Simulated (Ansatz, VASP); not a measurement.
Two plane-wave programs on Br

File POSCAR:

```
Br
1.0
    4.5976403800      0.0000000000      0.0000000000
    0.0000000000      4.5976403800      0.0000000000
    0.0000000000      0.0000000000      4.5976403800
Br
3
Direct
    0.5000000000      0.0000000000      0.0000000000
    0.0000000000      0.5000000000      0.0000000000
    0.0000000000      0.0000000000      0.5000000000
```

File INCAR.step1:

```
SYSTEM = Br
ALGO     = Normal         ! electronic algorithm
EDIFF    = 1E-4           ! SCF threshold, eV
ENCUT    = 520            ! plane-wave cutoff, eV
GGA      = PE             ! functional
ISMEAR   = -1             ! smearing method
LASPH    = .TRUE.         ! aspherical terms in the spheres
LCHARG   = .FALSE.        ! write CHGCAR
LREAL    = .FALSE.        ! projectors in reciprocal space
LWAVE    = .TRUE.         ! write WAVECAR
NBANDS   = 18             ! bands
NELM     = 60             ! most SCF steps
PREC     = Accurate       ! precision mode
SIGMA    = 0.025          ! smearing width, eV
```

Contents of INCAR.step2:

```
SYSTEM = Br
ALGO     = Normal         ! electronic algorithm
EDIFF    = 1E-6           ! SCF threshold, eV
ENCUT    = 520            ! plane-wave cutoff, eV
ISIF     = 2              ! what is computed and relaxed
ISMEAR   = -1             ! smearing method
ISTART   = 1            
IVDW     = 13             ! dispersion correction
LASPH    = .TRUE.         ! aspherical terms in the spheres
LCHARG   = .FALSE.        ! write CHGCAR
LMIXTAU  = .TRUE.       
LREAL    = .FALSE.        ! projectors in reciprocal space
LWAVE    = .FALSE.        ! write WAVECAR
METAGGA  = R2SCAN         ! meta-GGA
NBANDS   = 18             ! bands
NELM     = 60             ! most SCF steps
PREC     = Accurate       ! precision mode
SIGMA    = 0.025          ! smearing width, eV
VDW_A1   = 0.51559235   
VDW_A2   = 5.77342911   
VDW_S6   = 1.0          
VDW_S8   = 0.6018749
```

KPOINTS

```
k-points
0
G
  5 5 5
  0 0 0
```

Input for Ansatz:

```yaml
crystal:
  lattice:
    - [4.59764038, 0.0, 0.0]
    - [0.0, 4.59764038, 0.0]
    - [0.0, 0.0, 4.59764038]
  atoms:
    - { symbol: Br, position: [0.5, 0.0, 0.0] }
    - { symbol: Br, position: [0.0, 0.5, 0.0] }
    - { symbol: Br, position: [0.0, 0.0, 0.5] }
kpoints:
  mp_grid:
    grid: [5, 5, 5]
hamiltonian:
  xc: r2scan
  dispersion: d4
scf:
  occupations:
    method: fermi_dirac
    width: 0.025
output:
  eigenvalues: true
```

Alike in both runs: task single point; functional r2SCAN; dispersion D4; k mesh 5 × 5 × 5; occupations fermi-dirac, width 0.025 eV; no spin polarisation.

|  | VASP | Ansatz |
| --- | --- | --- |
| version | VASP 6.6.1 | Ansatz 0.2.0 |
| potentials or method | VASP PAW PBE potentials, release 64 (Br) | plane waves, PAW |
| plane-wave cutoff (eV) | 520 | 500 |
| valence electrons in the cell | 21 | 21 |

|  | VASP | Ansatz | Ansatz less VASP |
| --- | --- | --- | --- |
| gap on the k mesh at the Fermi level (eV) | none | none | - |
| dispersion energy (meV/atom) | -91.0 | -91.2 | -0.14 |

A gap of «none» marks a metal or a gap that the smearing closes.

Caveats: an odd number of electrons without spin polarisation forces a metal; a magnetic or distorted state may lie lower.
